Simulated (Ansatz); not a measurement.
An Ansatz input:

```yaml
crystal:
  lattice:
    - [-1.9888283115, 1.9888283115, 1.9888283115]
    - [1.9888283115, -1.9888283115, 1.9888283115]
    - [1.9888283115, 1.9888283115, -1.9888283115]
  atoms:
    - { symbol: Tl, position: [0.0, 0.0, 0.0] }
hamiltonian:
  xc: hse06
  pseudopotentials:
    kind: paw
    azcp:
      Tl: "pseudopotentials/Tl.paw.azcp"
basis:
  ecutwfc: 420
  fft_grid_basis: typed
kpoints:
  mp_grid: { grid: [6, 6, 6], shift: [0, 0, 0] }
magnetization:
  spin_polarized: false
scf:
  occupations: { method: fermi_dirac, width: 0.1 }
```

and its output:

```
Engine: ansatz 0.2.0, aarch64-unknown-linux-gnu
Pseudopotentials: kind: paw
Pseudopotential: Tl, paw, valence charge 13, recommended cutoff 420 eV (normal) 
Functional definition: HSE06
  parameter a = 0.25
  parameter omega = 0.11/bohr
  exchange = pbe_x - a*pbe_x_sr(omega) + a*exact_x_sr(omega)
  correlation = pbe_c
Crystal: 1 atoms, lattice volume = 31.467 Å³
Basis set: ecut = 420 eV, 627 PW (Γ)
Bands: 11, of which v1, the nominal top of the filled ones, is band 7 counted from 1 (6 counted from 0)
Symmetry: 48 space group operations
Space group: Im-3m (ITA 229), of the structure as read, at distance tolerance 3.2e-5 Å
k-points: 16 of 216
Non-local potential: Tl, projectors of the file, l = 0: 2, l = 1: 2, l = 2: 2, l = 3: 1
PAW form: soft (Blöchl's): semilocal exchange-correlation on the pseudo side does not see the compensation charge
PAW frozen core: Tl, regenerated for the run's functional, and the local potential with it (the file was generated under x = pbe(κ = 0.804, μ = 0.2195149727645171), c = pbe(β = 0.06672455060314922))
PAW one-centre angular grid: Tl, 590 points (default); XC on 64 Gauss nodes
Initial density: superposition of atomic densities (neutral atoms: chi_scale 0, normalization atom), corrected by the library's trained network
Initial wavefunctions: pseudopotential atomic-orbital guess
Functional: x = pbe(κ = 0.804, μ = 0.2195149727645171), c = pbe(β = 0.06672455060314922), warm-up for x = pbe(κ = 0.804, μ = 0.2195149727645171) + 0.25 (exact − pbe) at short range (hse, ω = 0.20786987370883472 Å⁻¹), c = pbe(β = 0.06672455060314922); HSE06 as pw.x's `hse` composes it (authors' and Libxc's form: `xc: wpbeh`)
SCF iter   1: F=—  HF=-11444.152290 eV  |F-HF|=—  |Δ(HF+E_count)|=         —  Δρ=7.02e-4  dr2=7.61e-5  ethr=1.77e-3  ⟨swp⟩=11.1  Hψ=866  notcnv=0
SCF iter   2: F=—  HF=-11444.152438 eV  |F-HF|=—  |Δ(HF+E_count)|=   1.48e-4  Δρ=3.59e-4  dr2=1.83e-5  ethr=5.85e-7  ⟨swp⟩=4.1  Hψ=467  notcnv=0  defer=2
iter 3 solved again at ethr=6.15e-9 eV; its pass at ethr=1.41e-7 eV (dr2=7.99e-7 eV) is discarded
SCF iter   3: F=—  HF=-11444.152447 eV  |F-HF|=—  |Δ(HF+E_count)|=   8.47e-6  Δρ=5.70e-5  dr2=8.07e-7  ethr=6.15e-9  ⟨swp⟩=2.1  Hψ=675  notcnv=0
SCF iter   4: F=—  HF=-11444.152447 eV  |F-HF|=—  |Δ(HF+E_count)|=   7.31e-7  Δρ=2.42e-5  dr2=1.09e-7  ethr=6.15e-9  ⟨swp⟩=3.1  Hψ=377  notcnv=0
SCF iter   5: F=—  HF=-11444.152447 eV  |F-HF|=—  |Δ(HF+E_count)|=   3.01e-8  Δρ=5.30e-6  dr2=6.63e-9  ethr=8.41e-10  ⟨swp⟩=2.7  Hψ=297  notcnv=0
SCF iter   6: F=-11444.152447 eV  HF=-11444.152447 eV  |F-HF|=8.00e-11  |Δ(HF+E_count)|=   5.17e-9  Δρ=9.59e-7  dr2=2.34e-10  ethr=5.10e-11  ⟨swp⟩=3.5  Hψ=392  notcnv=0
SCF 1 converged in 6 iterations: F = -11444.152447 eV  dr2 = 2.34e-10
Initial density: handed on by an earlier stage of this run
Initial wavefunctions: those handed on with the density
Functional: x = pbe(κ = 0.804, μ = 0.2195149727645171) + 0.25 (exact − pbe) at short range (hse, ω = 0.20786987370883472 Å⁻¹), c = pbe(β = 0.06672455060314922); HSE06 as pw.x's `hse` composes it (authors' and Libxc's form: `xc: wpbeh`)
Exchange kernel: α = 0.2500, screened, ω = 0.2079 Å⁻¹, Wigner–Seitz truncation, v(0) = 1045.3946 eV·Å³, q-mesh 6×6×6, nearest image of the exchange supercell L = 20.67 Å, pair-density grid 15×15×15, without the augmentation charges, whose exchange is taken in its separable form by FFT convolution over the k-point mesh (sized by the pseudopotential files, 20×20×20 at the most), smooth part of the exact exchange by density-matrix convolution
Frozen-core exchange: fock
iter 1 solved again at ethr=5.10e-5 eV; its pass at ethr=1.00e-1 eV (dr2=6.64e-3 eV) is discarded
SCF iter   1: F=—  HF=-11447.625948 eV  |F-HF|=—  |Δ(HF+E_count)|=         —  Δρ=5.31e-3  dr2=8.31e-3  ethr=5.10e-5  ⟨swp⟩=4.7  Hψ=903  notcnv=0
SCF iter   2: F=—  HF=-11447.624030 eV  |F-HF|=—  |Δ(HF+E_count)|=   1.92e-3  Δρ=2.53e-3  dr2=2.52e-3  ethr=5.10e-5  ⟨swp⟩=2.0  Hψ=281  notcnv=0
SCF iter   3: F=—  HF=-11447.623510 eV  |F-HF|=—  |Δ(HF+E_count)|=   5.21e-4  Δρ=2.41e-4  dr2=1.80e-4  ethr=1.36e-5  ⟨swp⟩=3.0  Hψ=373  notcnv=0
SCF iter   4: F=—  HF=-11447.625663 eV  |F-HF|=—  |Δ(HF+E_count)|=   2.15e-3  Δρ=6.95e-4  dr2=1.07e-4  ethr=5.23e-8  ⟨swp⟩=4.9  Hψ=674  notcnv=0
SCF iter   5: F=—  HF=-11447.625626 eV  |F-HF|=—  |Δ(HF+E_count)|=   3.68e-5  Δρ=4.96e-5  dr2=3.09e-6  ethr=5.23e-8  ⟨swp⟩=4.0  Hψ=462  notcnv=0
SCF iter   6: F=-11447.625647 eV  HF=-11447.625648 eV  |F-HF|=2.72e-7  |Δ(HF+E_count)|=   2.13e-5  Δρ=7.26e-5  dr2=1.03e-6  ethr=7.59e-9  ⟨swp⟩=4.3  Hψ=506  notcnv=0
SCF 2 stopped early in 6 iterations: F = -11447.625647 eV  dr2 = 1.03e-6
hybrid outer 1: dexx = +2.320e-3 eV, tail = 5.44e-6 eV
Exchange kernel: α = 0.2500, screened, ω = 0.2079 Å⁻¹, Wigner–Seitz truncation, v(0) = 1045.3946 eV·Å³, q-mesh 6×6×6, nearest image of the exchange supercell L = 20.67 Å, pair-density grid 15×15×15, without the augmentation charges, whose exchange is taken in its separable form by FFT convolution over the k-point mesh (sized by the pseudopotential files, 20×20×20 at the most), smooth part of the exact exchange by density-matrix convolution
Frozen-core exchange: fock
SCF iter   1: F=—  HF=-11447.625545 eV  |F-HF|=—  |Δ(HF+E_count)|=         —  Δρ=3.17e-5  dr2=2.70e-7  ethr=2.09e-7  ⟨swp⟩=4.6  Hψ=433  notcnv=0
iter 2 solved again at ethr=1.08e-10 eV; its pass at ethr=1.87e-9 eV (dr2=1.40e-8 eV) is discarded
SCF iter   2: F=-11447.625545 eV  HF=-11447.625545 eV  |F-HF|=1.29e-10  |Δ(HF+E_count)|=   1.01e-7  Δρ=1.03e-5  dr2=2.33e-8  ethr=1.08e-10  ⟨swp⟩=2.1  Hψ=702  notcnv=0  defer=1
SCF 3 converged in 2 iterations: F = -11447.625545 eV  dr2 = 2.33e-8
hybrid outer 2: dexx = +8.925e-8 eV, tail = 5.65e-8 eV, Δε = 1.48e-3 eV (about 1.90e-4 eV left of the loop's levels)
hybrid SCF converged: 2 outer / 8 inner (+6 warm-up), last move |dexx| = 8.93e-8 eV, tail = 5.65e-8 eV
Stability not checked: this state was not tested for a lower state beside it, because the functional holds exact exchange (a hybrid, or Hartree-Fock), whose exchange loop this test does not read (fock_operator; see scf.lower_state_search)
Free energy (F): -11447.625545 eV
Frozen-core exchange: fock
Harris-Foulkes:  -11447.625545 eV  (|F-HF|=1.29e-10)
Internal energy: -11447.601291 eV  (E = F + TS)
E sigma→0 (E₀):  -11447.613418 eV
Entropy (-TS):   -0.024254 eV (-24.254 meV/atom)
Fermi energy:    8.916271 eV
--- Per-component energies (eV) ---
  E_band       = -27.757123
  E_kinetic    = 334.273632
  E_local      = -931.179143  (includes V_loc(G=0)·N_el)
  E_nonlocal   = 316.356670
  E_hartree    = 344.769943
  E_xc         = -183.315059
  E_vxc        = -112.976145  (∫ρ·V_xc dr)
  E_exx        = -27.759317  (= α·E_x^exact, valence–valence)
  E_paw        = -10188.006001  (= ΣΔE_a)
  E_vpaw       = -268.255774  (= ΣTr[D̂ρ^β])
  E_aug_tail   = 0.000034  (compensation charges beyond the density's cutoff)
  E_ewald      = -1113.245979
  E_core_change = 0.503929  (= ΣΔE_core)
  E_smearing   = -0.024254  (= −TS)
  E_closure    = -0.000000  (closes the sum)
  Σ components = -11447.625545   (vs F -11447.625545, Δ=-1.82e-12)
--- Band table (eV; the first three rows and the last of 16) ---
  k-point 0: bands = ["-4.2966", "-4.2966", "-4.2966", "-3.9407", "-3.9407", "-1.5233", "19.8017", "19.8017", "19.8017"]
  k-point 1: bands = ["-4.3331", "-4.2762", "-4.1579", "-3.9756", "-3.9418", "-0.8667", "15.4218", "18.0855", "18.6828"]
  k-point 2: bands = ["-4.4054", "-4.3267", "-3.9841", "-3.9430", "-3.8658", "1.1258", "9.9248", "15.9102", "17.0792"]
  k-point 15: bands = ["-4.4463", "-4.4463", "-3.7662", "-3.7662", "-3.7662", "6.9126", "10.7224", "10.7224", "10.7224"]
  guard bands above this table: 2 of the run's 11 bands. The solve was not asked for them (output.publish_guard_bands: true or output.eigenvalues: true publishes all)
```

Launched by

```sh
ansatz run input.yaml --threads 4 --pin off --max-ram 8192MiB --backend cpu --events-out ev --progress --plain --runs-dir out
```

On 4 threads of Arm Neoverse V1 (shared host) this took about 3.6 s of wall time and 9.5 s of CPU time, with 0.8 GiB at the peak.
